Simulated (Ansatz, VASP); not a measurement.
## Nb in VASP and in Ansatz

File INCAR:

```
SYSTEM = Nb
ALGO = Normal
EDIFF = 1E-6
ENCUT = 520
GGA = CA
ISIF = 2
ISMEAR = -1
LASPH = .TRUE.
LCHARG = .TRUE.
LELF = .TRUE.
LREAL = .FALSE.
LVHAR = .TRUE.
LWAVE = .FALSE.
NBANDS = 12
NELM = 80
PREC = Accurate
SIGMA = 0.05
```

KPOINTS

```
k-points
0
G
  14 14 14
  0 0 0
```

The input POSCAR:

```
Nb
1.0
    2.4695437803      0.0000000000      0.0000000000
    0.0000000000      2.4695437803      0.0000000000
    0.0000000000      0.0000000000      2.4695437803
Nb
1
Direct
    0.0000000000      0.0000000000      0.0000000000
```

Input for Ansatz:

```yaml
crystal:
  lattice:
    - [2.4695437803, 0.0, 0.0]
    - [0.0, 2.4695437803, 0.0]
    - [0.0, 0.0, 2.4695437803]
  atoms:
    - { symbol: Nb, position: [0.0, 0.0, 0.0] }
kpoints:
  mp_grid: { grid: [14, 14, 14] }
scf:
  occupations: { method: fermi_dirac, width: 0.05 }
hamiltonian:
  xc: lda
  pseudopotentials: { kind: all_electron, lapw: { basis_error: 0.001 } }
output:
  forces: true
  stress: true
  eigenvalues: true
  populations: true
```

Change from the starting cell: volume scaled by 0.8, LAPW.

Alike in both runs: task single point; functional LDA; k mesh 14 × 14 × 14; occupations fermi-dirac, width 0.05 eV; no spin polarisation.

```csv
,VASP,Ansatz
version,VASP 6.6.1,Ansatz 0.2.0
potentials or method,"VASP PAW LDA potentials, release 64 (Nb_sv)","all-electron LAPW, scalar-relativistic"
plane-wave cutoff (eV),520,see its input
```

Ansatz gave:

| Property | Result |
| --- | --- |
| pressure (GPa) | 52.3 |

Problem. What did VASP give for the same quantities?

Solution. Pressure (GPa): 52.6.

Ansatz ran all-electron here, so the differences hold the error of VASP's frozen core and of both bases.

Caveats: so large a pressure means that the cell lies far from this level's equilibrium, or that cutoff or potentials fall short (VASP).
